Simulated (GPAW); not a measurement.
# Hf (P6_3/mmc) in GPAW: further runs

The runs below take Hf through single point, with PBE.

Everything below comes from runs of GPAW 26.7.0. Logs are shortened: lines on timing, memory, paths and dates and some standing lists are left out, and cuts for length are marked. The log counts tension as positive stress, the text compression.

### Step 1. The crystal as given

The structure is hexagonal, space group P6_3/mmc (No. 194). Conventional cell: a = 3.197 Å, b = 3.197 Å, c = 5.058 Å, α = 90.00°, β = 90.00°, γ = 120.00°. Hf (site symmetry -6m2) is surrounded by 12 Hf at 3.13 to 3.20 Å.

### Step 2. Single point, PBE

Input file run.py:

```python
from ase.dft.bandgap import bandgap
from ase.io import read, write
from ase.units import GPa
from gpaw import GPAW, PW

atoms = read('POSCAR')

calc = GPAW(mode=PW(600),
            xc='PBE',
            kpts={'size': (10, 10, 5), 'gamma': True},
            occupations={'name': 'methfessel-paxton', 'order': 0, 'width': 0.024},
            nbands=24,
            convergence={'density': 1e-05, 'energy': 1e-05},
            maxiter=150,
            txt='gpaw.txt')
atoms.calc = calc
energy = atoms.get_potential_energy()
forces = atoms.get_forces()
stress = atoms.get_stress()
calc.write('gs.gpw')
write('result.traj', atoms)
print(f'Energy: {energy:.6f} eV')
print('Forces (eV/A):')
print(forces.round(4))
print('Stress (GPa):', (stress / GPa).round(3))
print('Fermi level:', round(calc.get_fermi_level(), 4), 'eV')
print(f'Gap: {bandgap(calc)[0]:.4f} eV, direct: {bandgap(calc, direct=True)[0]:.4f} eV')
```

Input file POSCAR:

```
Hf
1.0
    3.1967000000      0.0000000000      0.0000000000
   -1.5983500000      2.7684234083      0.0000000000
    0.0000000000      0.0000000000      5.0578000000
Hf
2
Direct
    0.6666666667      0.3333333333      0.7500000000
    0.3333333333      0.6666666667      0.2500000000
```

Potentials or basis: GPAW PAW data sets (gpaw-data 1.2.1), pw.

Command:

```
> OMP_NUM_THREADS=1 python run.py
```

gpaw.txt:

```text
__  _  _
 | _ |_)|_||  |
 |__||  | ||/\| - 26.7.0

Input parameters:
  mode=PW(ecut=600.0),
  convergence={'density': 1e-05, 'energy': 1e-05},
  kpts=MonkhorstPack(size=(10, 10, 5), gamma=True),
  maxiter=150,
  nbands=24,
  occupations=Occupations(name='methfessel-paxton', order=0, width=0.024),
  xc=XC(name='PBE')

Diagonalizing LCAO Hamiltonian
Converting LCAO to pw mode

           Hf

        Hf

Atoms  # Å, Bohr magnetons
|   | symbol |         x |        y |        z |    initial magnetic moments |
|---|--------|-----------|----------|----------|-----------------------------|
| 0 |     Hf |  1.598350 | 0.922808 | 3.793350 | ( 0.0000,  0.0000,  0.0000) |
| 1 |     Hf | -0.000000 | 1.845616 | 1.264450 | ( 0.0000,  0.0000,  0.0000) |

Unit cell  # Å
| periodic |         x |        y |        z |  lengths |     angles |
|----------|-----------|----------|----------|----------|------------|
|      yes |  3.196700 | 0.000000 | 0.000000 | 3.196700 |  90.000000 |
|      yes | -1.598350 | 2.768423 | 0.000000 | 3.196700 |  90.000000 |
|      yes |  0.000000 | 0.000000 | 5.057800 | 5.057800 | 120.000000 |

Number of symmetries: 12
Symmetry operations  # r_c * U_cc + t_c -> r_c
|    | kind |            matrix            |
|----|------|------------------------------|
|  0 |  σ   |  1, 1, 0,  0,-1, 0,  0, 0, 1 |
|  1 |  S6  |  1, 1, 0, -1, 0, 0,  0, 0,-1 |
|  2 |  E   |  1, 0, 0,  0, 1, 0,  0, 0, 1 |
|  3 |  C2  |  1, 0, 0, -1,-1, 0,  0, 0,-1 |
|  4 |  C2  |  0, 1, 0,  1, 0, 0,  0, 0,-1 |
|  5 |  C3  |  0, 1, 0, -1,-1, 0,  0, 0, 1 |
|  6 |  S6  |  0,-1, 0,  1, 1, 0,  0, 0,-1 |
|  7 |  σ   |  0,-1, 0, -1, 0, 0,  0, 0, 1 |
|  8 |  σ   | -1, 0, 0,  1, 1, 0,  0, 0, 1 |
|  9 |  i   | -1, 0, 0,  0,-1, 0,  0, 0,-1 |
| 10 |  C3  | -1,-1, 0,  1, 0, 0,  0, 0, 1 |
| 11 |  C2  | -1,-1, 0,  0, 1, 0,  0, 0,-1 |

BZ-sampling:
  Number of BZ points: 500
  Number of IBZ points: 58

  Monkhorst-Pack size: [10, 10, 5]
  Monkhorst-Pack shift: [0.05, 0.05, 0.0]

K-points  # in reciprocal-cell coordinates
|     |                                coordinates |     weight |
|-----|--------------------------------------------|------------|
|   0 | (  0.00000000,   0.00000000,   0.00000000) | 0.00200000 |
|   1 | (  0.00000000,   0.00000000,   0.20000000) | 0.00400000 |
|   2 | (  0.00000000,   0.00000000,   0.40000000) | 0.00400000 |
|   3 | (  0.10000000,   0.00000000,  -0.40000000) | 0.01200000 |
|   4 | (  0.10000000,   0.00000000,  -0.20000000) | 0.01200000 |
|   5 | (  0.10000000,   0.00000000,   0.00000000) | 0.01200000 |
|   6 | (  0.10000000,   0.00000000,   0.20000000) | 0.01200000 |
|   7 | (  0.10000000,   0.00000000,   0.40000000) | 0.01200000 |
|   8 | (  0.20000000,  -0.10000000,   0.00000000) | 0.01200000 |
|   9 | (  0.20000000,  -0.10000000,   0.20000000) | 0.02400000 |
| ... |                                            |            |
|  57 | (  0.50000000,   0.50000000,   0.40000000) | 0.01200000 |

Plane wave coefficients: 1518
Cutoff: 600.0 eV

Spin-components: 1 (collinear spins)
Bands:           24
Projectors:      12
Spin-degeneracy: 2
Datatype:        complex128

Parallelization:
  kpt:    1
  domain: 1
  band:   1

Density:
  Valence electrons: 24.0
  Components: 1
  Grid points: [20 20 30]
  Charge: 0.0  # |e|

Potential:
  Grid points: [20 20 30]

species:
  Hf:
    name:    Hafnium
    Z:       72.0
    valence: 12
    core:    60
    charge:  0.0  # [|e|]
    compensation charges:
      type: gauss
      rc: 0.41  # [Å]
      lmax: 2
    cutoffs:
      filter: 2.36  # [Å]
      core: 4.02  # [Å]
    projectors
    | kind |    occ | energy [eV] | rcut [Å] |
    |------|--------|-------------|----------|
    |   5s |  2.000 |     -66.831 |    1.397 |
    |   6s |  2.000 |      -5.097 |    1.397 |
    |   5p |  6.000 |     -35.599 |    1.307 |
    |   6p |  0.000 |      -1.401 |    1.307 |
    |   5d |  2.000 |      -2.699 |    1.334 |
    |    d |        |      24.513 |    1.334 |

    Using partial waves for Hf as LCAO basis

Reference energy: -819772.230551  # eV

eigensolver:
  PPCG
  Converge bands: occupied
  niter=2

density mixing:
  MSR1-Mixer
  Pratt-step length: 0.05
  Maximum mixing coefficient: 0.75
  Old densities: 10
  SVD Regularization: 0.005
  Good broyden scale: 1.0
  Trust region scale: 1.0
  Backstep threshold: 4.0
  History deletion threshold: 6.0
  Fourier metric: weight=20.0, sigma=0.015

occupation numbers:
  Methfessel-Paxton:
    width: 0.0240  # eV
    order: 0

poisson solver:
  ecut: 4800.0  # eV

xc functional:
  name: PBE with 2 nearest neighbor stencil

convergence criteria:
- Maximum integral of absolute [dens]ity change: 1e-05 electrons / valence electron
- Maximum [total energy] change in last 3 cyles: 1e-05 eV / valence electron
- Maximum integral of absolute [eigenst]ate change: 4e-08 eV^2 / valence electron
maximum number of iterations: 150

SCF iterations
|iter     | |      energy | eigst |  dens |
|---------|-|-------------|-------|-------|
|iter:   1| |  -15.242940 | -0.17 |       |
|iter:   2| |  -15.208167 | -2.79 | -1.27 |
|iter:   3| |  -15.021705 | -1.68 | -1.30 |
|iter:   4| |  -15.028905 | -2.99 | -1.90 |
|iter:   5| |  -15.030741 | -4.33 | -2.36 |
|iter:   6| |  -15.030761 | -5.91 | -3.44 |
|iter:   7| |  -15.030762c| -7.25 | -4.03 |
|iter:   8| |  -15.030762c| -7.62c| -4.80 |
|iter:   9| |  -15.030762c| -8.32c| -5.90c|

Converged in 9 steps
Energy contributions relative to reference atoms: (reference = -819772.230551)

Energy contributions:
  Kinetic:          14.424087
  Coulomb:         -13.861623
  Zero:             -0.980262
  External:          0.000000
  Xc:              -14.612662
  Entropy:          -0.000605
  Spinorbit:         0.000000
  ----------------------------
  Free energy:     -15.031065
  Extrapolated:    -15.030762

dipole moment: (-0.000013, -0.000023, -0.000042)  # |e|*Ang

Fermi level: 9.952
Eigenvalues  # (at kpt = [0.000, 0.000, 0.000])
| band index |      eig [eV] | occ [0-2] |
|------------|---------------|-----------|
|          0 |       -51.811 |     2.000 |
|        ... |               |           |
|          2 |       -21.136 |     2.000 |
|          3 |       -20.398 |     2.000 |
|          4 |       -20.398 |     2.000 |
|          5 |       -20.276 |     2.000 |
|          6 |       -20.271 |     2.000 |
|          7 |       -20.271 |     2.000 |
[... 8 lines left out ...]
|         16 |        12.605 |     0.000 |
|         17 |        12.605 |     0.000 |
|        ... |               |           |
|         23 |        27.628 |     0.000 |

No gap
No difference between direct/indirect transitions

Forces  # eV/Ang
|        x |        y |        z |
|----------|----------|----------|
| -0.00000 |  0.00000 |  0.00000 |  # Hf   0
|  0.00000 | -0.00000 | -0.00000 |  # Hf   1

Stress tensor  # eV/Ang^3
|         x |         y |         z |
|-----------|-----------|-----------|
| -0.006560 | -0.000000 |  0.000000 |
|  0.000000 | -0.006560 |  0.000000 |
|  0.000000 |  0.000000 | -0.004120 |

# Writing to gs.gpw (mode='')
```

It took 31 s on 1 thread of Arm Neoverse V1, shared host; peak memory 0.18 GiB.

Results:

```
Free energy            : -15.0311 eV
Pressure               : 0.9 GPa
Band gap on the k mesh : none (metal or under the smearing width)
```

The run has no spin-orbit coupling, so splittings on Hf are missing.

### Step 3. Single point, PBE

Changes to run.py since step 2:

```diff
@@ -1,3 +1,4 @@
+from ase import Atoms
 from ase.dft.bandgap import bandgap
-from ase.io import read, write
+from ase.io import write
 from ase.units import GPa
@@ -5,3 +6,9 @@
 
-atoms = read('POSCAR')
+atoms = Atoms(['Hf', 'Hf'],
+              cell=[[3.1967, 0.0, 0.0],
+                    [-1.59835, 2.7684234083, 0.0],
+                    [0.0, 0.0, 5.0578]],
+              scaled_positions=[[0.6666666667, 0.3333333333, 0.75],
+                                [0.3333333333, 0.6666666667, 0.25]],
+              pbc=True)
 
@@ -10,3 +17,3 @@
             kpts={'size': (10, 10, 5), 'gamma': True},
-            occupations={'name': 'methfessel-paxton', 'order': 0, 'width': 0.024},
+            occupations={'name': 'methfessel-paxton', 'order': 0, 'width': 0.025},
             nbands=24,
```

Potentials or basis: GPAW PAW data sets (gpaw-data 1.2.1), pw.

Command:

```
> OMP_NUM_THREADS=1 python run.py
```

Run time: 31 s. Hardware: 1 thread of Arm Neoverse V1, shared host; peak memory 0.18 GiB.

Results (log left out):

```
Free energy            : -15.0311 eV
Pressure               : 0.9 GPa
Band gap on the k mesh : none (metal or under the smearing width)
```

Stress tensor (GPa, compression positive):
```
1.05 0.00 0.00
0.00 1.05 0.00
0.00 0.00 0.66
```

Levels at points of the mesh, in eV from the Fermi level:
```
           k point  band 10  band 11  band 12  band 13  band 14  band 15
(0.00, 0.00, 0.00)    -3.67     0.62     1.20     1.20     1.47     2.02
(0.50, 0.50, 0.00)    -2.72    -2.21    -0.80     0.81     0.88     1.69
```
